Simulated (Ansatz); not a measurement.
Set up this calculation in Ansatz 0.2.0, as the native input.

| Property | Result |
| --- | --- |
| Task | projected density of states |
| Functional | PBE |
| Potentials or basis | Ansatz PAW |
| Cutoff | 420 eV (not typed: the program's choice for these potentials) |
| k mesh | 7 × 7 × 7 |
| Occupations | fermi-dirac, width 0.05 eV |
| Spin | no spin polarisation |

Crystal: TiSi2.

```
Ti Si
1.0
     0.00000    4.11752    4.26290
     2.38951    0.00000    4.26290
     2.38951    4.11752    0.00000
Ti Si
2 4
Direct
  0.75000 0.75000 0.75000
  0.50000 0.50000 0.50000
  0.41257 0.08743 0.41257
  0.08743 0.41257 0.08743
  0.16257 0.83743 0.16257
  0.83743 0.16257 0.83743
```

The cell is a database's computed one.

These files were run (other wordings do the same):

input.yaml

```yaml
crystal:
  lattice:
    - [0.0, 4.1175163063, 4.2628978354]
    - [2.3895119538, 0.0, 4.2628978354]
    - [2.3895119538, 4.1175163063, 0.0]
  atoms:
    - { symbol: Ti, position: [0.75, 0.75, 0.75] }
    - { symbol: Ti, position: [0.5, 0.5, 0.5] }
    - { symbol: Si, position: [0.41256561, 0.08743439, 0.41256561] }
    - { symbol: Si, position: [0.08743439, 0.41256561, 0.08743439] }
    - { symbol: Si, position: [0.16256561, 0.83743439, 0.16256561] }
    - { symbol: Si, position: [0.83743439, 0.16256561, 0.83743439] }
hamiltonian:
  xc: pbe
  pseudopotentials: { kind: paw }
kpoints:
  mp_grid: { grid: [7, 7, 7] }
scf:
  occupations: { method: fermi_dirac, width: 0.05 }
  n_extra_bands: 15
output:
  forces: true
  stress: true
  eigenvalues: true
  dos: { projected: true, de: 0.05, nscf_kmesh: { grid: [11, 11, 11] } }
```

Potentials or basis: Ansatz PAW.

Command:

```console
$ ansatz run input.yaml --threads 2 --pin off --max-ram 5632MiB --backend cpu --events-out ev --progress --plain --runs-dir out
```

It gave:

| Property | Result |
| --- | --- |
| Pressure | 2.1 GPa |
| Largest force | 0.020 eV/Å |
| Band gap on the k mesh | none (metal or under the smearing width) |
| Density of states at the Fermi level | 2.31 states/eV per cell |

Caveat: the density of states is complete only up to the lowest level of the last band computed.

Wall time 19 s on 2 threads of Intel(R) Xeon(R) Platinum 8259CL CPU @ 2.50GHz (Skylake/Cascade Lake), with other jobs on the host, peak memory 0.6 GiB.
